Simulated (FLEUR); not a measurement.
# CdSe (Cadmoselite) (P6_3mc) in FLEUR: settings compared, part 2 of 2

FLEUR MaX-R8.1 (patched build s14). The steps go on from the part before.

## (4) Equation of state, LDA (Moruzzi-Janak-Williams), 26.98 Å³/atom (volume scaled by 0.96)

Changes to inp.xml since step 3:

```diff
@@ -24,3 +24,3 @@
       <xi:include xmlns:xi="http://www.w3.org/2001/XInclude" href="sym.xml"> </xi:include>
-      <bulkLattice scale="0.9795861087">
+      <bulkLattice scale="0.9864848297">
          <bravaisMatrix>
```

Run with:

```console
> inpgen -f crystal.txt -profile fastHighL
> # inp.xml edited to the form shown
> fleur
```

Wall time 5.2 min (1 thread of Intel Xeon Platinum 8259CL at 2.50GHz (Skylake/Cascade Lake), shared host); peak memory 0.1 GiB.

The run converged. Its results:

```
Free energy                                           : -436356.0190 eV
Band gap on the k mesh                                : 0.50 eV, direct
Valence electrons inside the program's atomic spheres : Cd 18.26; Se 13.40 (radii Cd 2.4, Se 2.04 bohr)
```

## (5) Equation of state, LDA (Moruzzi-Janak-Williams), 28.10 Å³/atom

Changes to inp.xml since step 4:

```diff
@@ -24,3 +24,3 @@
       <xi:include xmlns:xi="http://www.w3.org/2001/XInclude" href="sym.xml"> </xi:include>
-      <bulkLattice scale="0.9864848297">
+      <bulkLattice scale="1.0000000000">
          <bravaisMatrix>
```

Run with:

```console
> inpgen -f crystal.txt -profile fastHighL
> # inp.xml edited to the form shown
> fleur
```

It took 6.1 min on 1 thread of Intel Xeon Platinum 8259CL at 2.50GHz (Skylake/Cascade Lake), shared host; peak memory 0.1 GiB.

Results (log left out):

```yaml
Free_energy: -436356.0001 eV
Band_gap_on_the_k_mesh: 0.42 eV, direct
Valence_electrons_inside_the_program's_atomic_spheres: Cd 18.23; Se 13.38 (radii Cd 2.4, Se 2.04 bohr)
```

## (6) Equation of state, LDA (Moruzzi-Janak-Williams), 29.23 Å³/atom (volume scaled by 1.04)

Changes to inp.xml since step 5:

```diff
@@ -24,3 +24,3 @@
       <xi:include xmlns:xi="http://www.w3.org/2001/XInclude" href="sym.xml"> </xi:include>
-      <bulkLattice scale="1.0000000000">
+      <bulkLattice scale="1.0131594038">
          <bravaisMatrix>
```

Potentials or basis: all-electron, FLAPW.

Run with:

```console
> inpgen -f crystal.txt -profile fastHighL
> # inp.xml edited to the form shown
> fleur
```

Wall time 5.9 min (1 thread of Intel Xeon Platinum 8259CL at 2.50GHz (Skylake/Cascade Lake), shared host); peak memory 0.11 GiB.

Results (log left out):

```yaml
Free_energy: -436355.9248 eV
Band_gap_on_the_k_mesh: 0.34 eV, direct
Valence_electrons_inside_the_program's_atomic_spheres: Cd 18.20; Se 13.37 (radii Cd 2.4, Se 2.04 bohr)
```

## (7) Band structure, LDA (Perdew-Zunger)

Changes to inp.xml since step 6:

```diff
@@ -6,6 +6,6 @@
    <calculationSetup>
-      <cutoffs Kmax="4.07" Gmax="12.6" GmaxXC="12.6" numbands="0"/>
+      <cutoffs Kmax="3.95" Gmax="12.3" GmaxXC="12.3" numbands="0"/>
       <scfLoop itmax="60" minDistance="0.00001" maxIterBroyd="15" imix="Anderson" alpha="0.05" precondParam="0.0" spinf="2.0"/>
       <coreElectrons ctail="T" frcor="F" kcrel="0" coretail_lmax="0"/>
-      <xcFunctional name="mjw" relativisticCorrections="F"/>
+      <xcFunctional name="pz" relativisticCorrections="F"/>
       <magnetism jspins="1"/>
@@ -24,3 +24,3 @@
       <xi:include xmlns:xi="http://www.w3.org/2001/XInclude" href="sym.xml"> </xi:include>
-      <bulkLattice scale="1.0131594038">
+      <bulkLattice scale="1.0">
          <bravaisMatrix>
@@ -34,3 +34,3 @@
       <species name="Cadmium (Cd)" element="Cd" atomicNumber="48">
-         <mtSphere radius="2.4" gridPoints="817" logIncrement="0.016"/>
+         <mtSphere radius="2.47" gridPoints="817" logIncrement="0.016"/>
          <atomicCutoffs lmax="10" lnonsphr="8"/>
@@ -48,3 +48,3 @@
       <species name="Selenium (Se)" element="Se" atomicNumber="34">
-         <mtSphere radius="2.04" gridPoints="695" logIncrement="0.018"/>
+         <mtSphere radius="2.1" gridPoints="695" logIncrement="0.018"/>
          <atomicCutoffs lmax="8" lnonsphr="6"/>
```

Input file crystal.txt:

```
CdSe
&input cartesian=F /
4.3000000000  0.0000000000  0.0000000000
-2.1500000000  3.7239092363  0.0000000000
0.0000000000  0.0000000000  7.0200000000
1.8897261246
1.0 1.0 1.0

4
48 0.6666666667  0.3333333333  0.5000000000
48 0.3333333333  0.6666666667  0.0000000000
34 0.6666666667  0.3333333333  0.8850000000
34 0.3333333333  0.6666666667  0.3850000000

&kpt div1=7 div2=7 div3=4 gamma=T /
```

Changes to inp.xml (bands) since step 2:

```diff
@@ -9,3 +9,3 @@
       <coreElectrons ctail="T" frcor="F" kcrel="0" coretail_lmax="0"/>
-      <xcFunctional name="mjw" relativisticCorrections="F"/>
+      <xcFunctional name="pz" relativisticCorrections="F"/>
       <magnetism jspins="1"/>
```

Run with:

```console
> inpgen -f crystal.txt -profile fastHighL
> # inp.xml edited to the form shown
> fleur
> fleur   # second run, on inp.xml (bands)
```

Run time: 2.8 min. Hardware: 1 thread of Intel Xeon 6975P-C (Granite Rapids), shared host; peak memory 0.1 GiB.

Results (log left out):

```yaml
Free_energy: -436368.7446 eV
Band_gap_on_the_k_mesh: 0.43 eV, direct
Band_gap_along_the_path: 0.43 eV, direct
Valence_electrons_inside_the_program's_atomic_spheres: Cd 18.39; Se 13.59 (radii Cd 2.47, Se 2.1 bohr)
```

Levels at the corners of the path, in eV from the valence-band top:
```tsv
point	band 33	band 34	band 35	band 36	band 37	band 38	band 39	band 40
Γ	-0.73	-0.02	0.00	0.00	0.43	1.90	5.75	5.75
M	-2.61	-1.89	-1.27	-0.85	3.04	3.12	4.64	5.97
K	-3.13	-1.82	-1.82	-1.82	4.21	4.65	4.65	6.87
Γ	-0.73	-0.02	0.00	0.00	0.43	1.90	5.75	5.75
A	-0.38	-0.38	-0.38	-0.38	2.12	2.12	5.64	5.64
L	-1.40	-1.40	-1.32	-1.32	2.78	2.78	4.64	4.64
H	-2.54	-2.54	-1.07	-1.07	3.62	3.62	5.73	5.73
A	-0.38	-0.38	-0.38	-0.38	2.12	2.12	5.64	5.64
L	-1.40	-1.40	-1.32	-1.32	2.78	2.78	4.64	4.64
M	-2.61	-1.89	-1.27	-0.85	3.04	3.12	4.64	5.97
K	-3.13	-1.82	-1.82	-1.82	4.21	4.65	4.65	6.87
H	-2.54	-2.54	-1.07	-1.07	3.62	3.62	5.73	5.73
```

Core levels (eV from the Fermi level):
```tsv
atom	levels
1 Cd	1s1/2 -26473.5, 2s1/2 -3926.7, 2p1/2 -3657.4, 2p3/2 -3465.2, 3s1/2 -728.0, 3p1/2 -619.9, 3p3/2 -585.6, 3d3/2 -393.7, 3d5/2 -386.7
2 Cd	1s1/2 -26473.5, 2s1/2 -3926.7, 2p1/2 -3657.4, 2p3/2 -3465.2, 3s1/2 -728.0, 3p1/2 -619.9, 3p3/2 -585.6, 3d3/2 -393.7, 3d5/2 -386.7
3 Se	1s1/2 -12473.1, 2s1/2 -1597.5, 2p1/2 -1433.9, 2p3/2 -1392.2, 3s1/2 -206.2, 3p1/2 -150.2, 3p3/2 -144.3
4 Se	1s1/2 -12473.1, 2s1/2 -1597.5, 2p1/2 -1433.9, 2p3/2 -1392.2, 3s1/2 -206.2, 3p1/2 -150.2, 3p3/2 -144.3
```

## (8) Comparison with measurements

Step 2. Measured gap of CdSe: 1.841 eV (2 K; a printed reference work, data compilation). This calculation gives 0.42 eV (-1.42 eV). So large a miss can be the level of theory's own, or it may mean another phase, state or a wrong row. Spin-orbit coupling on Cd, Se is left out. The value is that of LDA (Moruzzi-Janak-Williams), without temperature or zero-point motion.

Step 7. Measured gap of CdSe: 1.841 eV (2 K; a printed reference work, data compilation). This calculation gives 0.43 eV (-1.41 eV). So large a miss can be the level of theory's own, or it may mean another phase, state or a wrong row. Spin-orbit coupling on Cd, Se is left out. The value is that of LDA (Perdew-Zunger), without temperature or zero-point motion.
